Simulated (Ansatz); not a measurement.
## Relaxing Zr

Method: Ansatz 0.2.0, DFT r2SCAN, scalar-relativistic, plane waves, PAW. Cutoff 500 eV, Γ-centred k mesh, Gaussian smearing, no spin polarisation in the final step.

Zr was placed on the beta-tungsten (A15) structure type (Pm-3n, No. 223), at a guessed volume.

```
CELL_PARAMETERS angstrom
5.75429 0.00000 0.00000
0.00000 5.75429 0.00000
0.00000 0.00000 5.75429
ATOMIC_POSITIONS crystal
Zr 0.50000 0.50000 0.50000
Zr 0.00000 0.00000 0.00000
Zr 0.25000 0.00000 0.50000
Zr 0.50000 0.25000 0.00000
Zr 0.50000 0.75000 0.00000
Zr 0.75000 0.00000 0.50000
Zr 0.00000 0.50000 0.75000
Zr 0.00000 0.50000 0.25000
```

Cell and atoms relax at zero pressure; the relaxation can't lower the symmetry of the start.

Energies count from the standard state of Zr at the same level.

(1) Which crystal results?

(2) What are its volume, energy, density and gap?

Results:

(1) It keeps Pm-3n (No. 223). The result has the beta-tungsten (A15) structure. Conventional cell: a = 5.692 Å. Zr on Wyckoff site a (2 atoms of the primitive cell) has 12 Zr at 3.18 Å; around Zr on Wyckoff site c (6 atoms of the primitive cell) lie 2 Zr at 2.85 Å, 4 Zr at 3.18 Å and 8 Zr at 3.49 Å.

Space group Pm-3n (No. 223). a = 5.692 Å, b = 5.692 Å, c = 5.692 Å, α = 90.00°, β = 90.00°, γ = 90.00°
```csv
atom,site,symmetry,x,y,z
Zr,2a,m-3.,0.5000,0.5000,0.5000
Zr,6c,-4m.2,0.2500,0.0000,0.5000
```

(2) The volume per atom is 23.06 Å³ and the density is 6.57 g/cm³. The energy over the standard structure is 0.18 eV/atom and the gap on the 8×8×8 mesh is 0 eV (a metal).

The final run used a 8×8×8 mesh on its 8-atom cell and 0.10 eV smearing. For metals, differences of a few meV/atom aren't resolved. Symmetry constrained the relaxation, so the result can be a saddle point.

This form isn't the element's structure at ambient conditions.